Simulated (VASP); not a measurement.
# Ho (Fm-3m) in VASP: single point with PBE

Aim: the single point of Ho with PBE.

All numbers are computed with VASP 6.6.1; they aren't measurements. Logs are shortened: lines on timing, memory, paths and dates and some standing lists are left out, and cuts for length are marked.

### 1 The structure

It takes space group Fm-3m (No. 225, cubic). Conventional cell: a = 4.997 Å, b = 4.997 Å, c = 4.997 Å, α = 90.00°, β = 90.00°, γ = 90.00°. Around Ho (site symmetry m-3m) lie 12 Ho at 3.53 Å.

The cell was built by a generator and needn't be a form met in nature.

### 2 Single point, PBE, collinear spin, typed start

File INCAR:

```
PREC = Accurate ; ENCUT = 520
EDIFF = 1E-6 ; ISMEAR = 0
SIGMA = 0.05 ; LREAL = False
LASPH = True ; NELM = 150
ALGO = Normal ; ISIF = 2
LWAVE = False ; LCHARG = False
ISPIN = 2 ; MAGMOM = 4
LORBIT = 11 ; LMAXMIX = 6
GGA = PE ; NBANDS = 20
```

File KPOINTS:

```
Automatic mesh
0
Gamma
  14 14 14
```

File POSCAR:

```
Ho
1.0
    0.0000000000      2.4984643903      2.4984643903
    2.4984643903      0.0000000000      2.4984643903
    2.4984643903      2.4984643903      0.0000000000
Ho
1
Direct
    0.0000000000      0.0000000000      0.0000000000
```

Potentials or basis: VASP PAW PBE potentials, release 64 (Ho).

On the command line:

```sh
cat potpaw_PBE.64/Ho/POTCAR > POTCAR
mpirun -np 1 vasp_std > vasp.out
```

OUTCAR:

```text
PREC = Accurate
   ENCUT = 520
   EDIFF = 1E-6
   ISMEAR = 0
   LREAL = False
   LASPH = True
   NELM = 150
   ISIF = 2
   ISPIN = 2
   LORBIT = 11
   GGA = PE

 ion  position               nearest neighbor table
   1  0.000  0.000  0.000-

  LATTYP: Found a face centered cubic cell.
 ALAT       =     4.9969287806

  Lattice vectors:

 A1 = (   0.0000000000,   2.4984643903,   2.4984643903)
 A2 = (   2.4984643903,   0.0000000000,   2.4984643903)
 A3 = (   2.4984643903,   2.4984643903,   0.0000000000)

Analysis of symmetry for initial positions (statically):
=====================================================================
 Subroutine PRICEL returns:
 Original cell was already a primitive cell.

 Routine SETGRP: Setting up the symmetry group for a
 face centered cubic supercell.

 Subroutine GETGRP returns: Found 48 space group operations
 (whereof 48 operations were pure point group operations)
 out of a pool of 48 trial point group operations.

The static configuration has the point symmetry O_h .

Analysis of symmetry for dynamics (positions and initial velocities):
=====================================================================
 Subroutine PRICEL returns:
 Original cell was already a primitive cell.

 Routine SETGRP: Setting up the symmetry group for a
 face centered cubic supercell.

 Subroutine GETGRP returns: Found 48 space group operations
 (whereof 48 operations were pure point group operations)
 out of a pool of 48 trial point group operations.

The dynamic configuration has the point symmetry O_h .

Analysis of structural, dynamic, and magnetic symmetry:
=====================================================================
 Subroutine PRICEL returns:
 Original cell was already a primitive cell.

 Routine SETGRP: Setting up the symmetry group for a
 face centered cubic supercell.

 Subroutine GETGRP returns: Found 48 space group operations
 (whereof 48 operations were pure point group operations)
 out of a pool of 48 trial point group operations.

The overall configuration has the point symmetry O_h .

 Subroutine INISYM returns: Found 48 space group operations
 (whereof 48 operations are pure point group operations),
 and found     1 'primitive' translations

----------------------------------------------------------------------------------------

                                     Primitive cell

  volume of cell :      31.1925

  direct lattice vectors                    reciprocal lattice vectors
     0.000000000  2.498464390  2.498464390    -0.200122924  0.200122924  0.200122924
[... 101 lines left out ...]
   IALGO  =     38    algorithm
   IMIX   =      4    mixing-type and parameters
     AMIX     =   0.40;   BMIX     =  1.00
     AMIX_MAG =   1.60;   BMIX_MAG =  1.00
  volume/ion in A,a.u.               =      31.19       210.50
  Fermi-wavevector in a.u.,A,eV,Ry     =   1.434822  2.711421 28.010516  2.058715
  Thomas-Fermi vector in A             =   2.554188
   LORBIT       =     11    0 simple, 1 ext, 2 COOP (PROOUT), +10 PAW based schemes
   GGA     = PE    functional components
   LHFCALC =     F    Hartree Fock is set to
   AEXX    =    0.0000 exact exchange contribution
   IVDW    =     0    specifies the selected vdW correction
   LEPSILON=     F    determine dielectric tensor
   LRPA    =     F    only Hartree local field effects (RPA)
 spin polarized calculation
 Gauss-broadening in eV      SIGMA  =   0.05
  energy-cutoff  :      520.00
  volume of cell :       31.19
 maximum number of plane-waves:       877
 NGX is ok and might be reduce to    28
   NGX = 13   NGY = 13   NGZ = 13

 number of electron      21.0000003 magnetization       3.5782971

 Free energy of the ion-electron system (eV)
  ---------------------------------------------------
  ext. energy  EPLUGINS =         0.00000000
  ---------------------------------------------------
  free energy    TOTEN  =        -6.47750056 eV

  energy without entropy =       -6.46691446  energy(sigma->0) =       -6.47220751

 E-fermi :   2.5827     XC(G=0): -10.1292

 val. band max:        2.5822148741   @ k =  -0.3571   0.5000   0.1429
 cond. band min:       2.5849453946   @ k =  -0.3571   0.4286   0.0714
 fundamental gap:      0.0027305205
 Fermi energy:         2.5827166540

 spin component 1

 k-point     1 :       0.0000    0.0000    0.0000
  band No.  band energies     occupation
      1     -45.4794      1.00000
      2     -20.1636      1.00000
      3     -20.1636      1.00000
      4     -20.1636      1.00000
      5      -2.6183      1.00000
      6      -0.2674      1.00000
[... 541 lines left out ...]
     19      15.8761      0.00000
     20      16.9625      0.00000

 [... further k-points ...]

 spin component 2

 k-point     1 :       0.0000    0.0000    0.0000
  band No.  band energies     occupation
      1     -43.9126      1.00000
      2     -19.0176      1.00000
      3     -19.0175      1.00000
      4     -19.0175      1.00000
      5      -2.3853      1.00000
      6       1.8445      1.00000
[... 541 lines left out ...]
     19      16.2693      0.00000
     20      17.3130      0.00000

 [... further k-points ...]

------------------------ aborting loop because EDIFF is reached ----------------------------------------

  FORCE on cell =-STRESS in cart. coord.  units (eV):
  Direction    XX          YY          ZZ          XY          YZ          ZX
  --------------------------------------------------------------------------------------
  -------------------------------------------------------------------------------------
  Total        0.4762520      0.4762520      0.4762520      0.0000000      0.0000000     -0.0000000
  in kB       24.4623361     24.4623361     24.4623361      0.0000000      0.0000000     -0.0000000
  external PRESSURE =      24.4623361 kB  Pullay stress =       0.0000000 kB

 VOLUME and BASIS-vectors are now :
 -----------------------------------------------------------------------------
  energy-cutoff  :      520.00
  volume of cell :       31.19
      direct lattice vectors                 reciprocal lattice vectors
     0.000000000  2.498464390  2.498464390    -0.200122924  0.200122924  0.200122924
     2.498464390  0.000000000  2.498464390     0.200122924 -0.200122924  0.200122924
     2.498464390  2.498464390  0.000000000     0.200122924  0.200122924 -0.200122924

 POSITION                                       TOTAL-FORCE (eV/Angst)
 -----------------------------------------------------------------------------------
      0.00000      0.00000      0.00000         0.000000      0.000000     -0.000000
 -----------------------------------------------------------------------------------
    total drift:                               -0.000000     -0.000000     -0.000000

  FREE ENERGIE OF THE ION-ELECTRON SYSTEM (eV)
  ---------------------------------------------------
  free  energy   TOTEN  =        -6.4775005610 eV

  energy  without entropy=       -6.4669144581  energy(sigma->0) =       -6.47220751

 total charge

# of ion       s       p       d       f       tot
--------------------------------------------------
    1        2.125   5.705   0.415  10.337  18.582

 magnetization (x)

# of ion       s       p       d       f       tot
--------------------------------------------------
    1        0.005  -0.024   0.051   3.430   3.462
```

OSZICAR:

```text
N       E                     dE             d eps       ncg     rms          rms(c)
DAV:   1     0.103923736451E+03    0.10392E+03   -0.73162E+03 10812   0.557E+03
DAV:   2     0.798335944272E+01   -0.95940E+02   -0.88883E+02 10284   0.399E+02
[... 19 lines left out ...]
DAV:  22    -0.647754266256E+01   -0.14513E-03   -0.43059E-05 13940   0.136E-01    0.207E+00
DAV:  23    -0.647749080494E+01    0.51858E-04   -0.26343E-04 13212   0.441E-01    0.589E-01
DAV:  24    -0.647750256595E+01   -0.11761E-04   -0.35125E-05 12416   0.164E-01    0.250E-01
DAV:  25    -0.647750311406E+01   -0.54811E-06   -0.16447E-05 13380   0.105E-01    0.111E-01
DAV:  26    -0.647750103793E+01    0.20761E-05   -0.10188E-06  7012   0.311E-02    0.537E-02
DAV:  27    -0.647750056104E+01    0.47689E-06   -0.48832E-07  5920   0.154E-02
   1 F= -.64775006E+01 E0= -.64722075E+01  d E =-.105861E-01  mag=     3.5779
```

Wall time 3.4 min (1 thread of Intel Xeon Platinum 8375C at 2.90GHz (Ice Lake), shared host); peak memory 0.26 GiB.

What came out:

| Item | Value |
| --- | --- |
| Free energy | -6.4775 eV |
| Pressure | 2.4 GPa |
| Band gap on the k mesh | none (metal or under the smearing width) |
| Net moment | 3.58 μB per cell |
| Site moments | Ho +3.46 μB |
| Valence electrons inside the program's atomic spheres | Ho 18.58 |

Levels at points of the mesh, in eV from the Fermi level:
Spin up:
```
           k point  band 10  band 11  band 12  band 13  band 14  band 15
(0.00, 0.00, 0.00)    -2.14    -2.14    -2.14     2.31     2.31     2.31
(0.50, 0.00, 0.00)    -2.08    -2.04    -2.04     1.00     2.13     2.13
(0.50, 0.50, 0.00)    -2.05    -2.04    -1.76    -0.74     2.59     6.66
```
Spin down:
```csv
k point,band 5,band 6,band 7,band 8,band 9,band 10,band 11,band 12,band 13,band 14
"(0.00, 0.00, 0.00)",-4.97,-0.74,-0.16,-0.16,-0.16,1.06,1.06,1.06,2.77,2.77
"(0.50, 0.00, 0.00)",-1.84,-0.58,-0.26,-0.03,-0.03,0.87,0.87,1.07,1.33,2.49
"(0.50, 0.50, 0.00)",-1.59,-0.48,-0.41,-0.13,-0.04,-0.04,0.87,0.87,0.87,3.01
```

Caveat: the magnetic or orbital state may not be the lowest; spin-orbit coupling is left out, which moves the levels of the heavy elements.
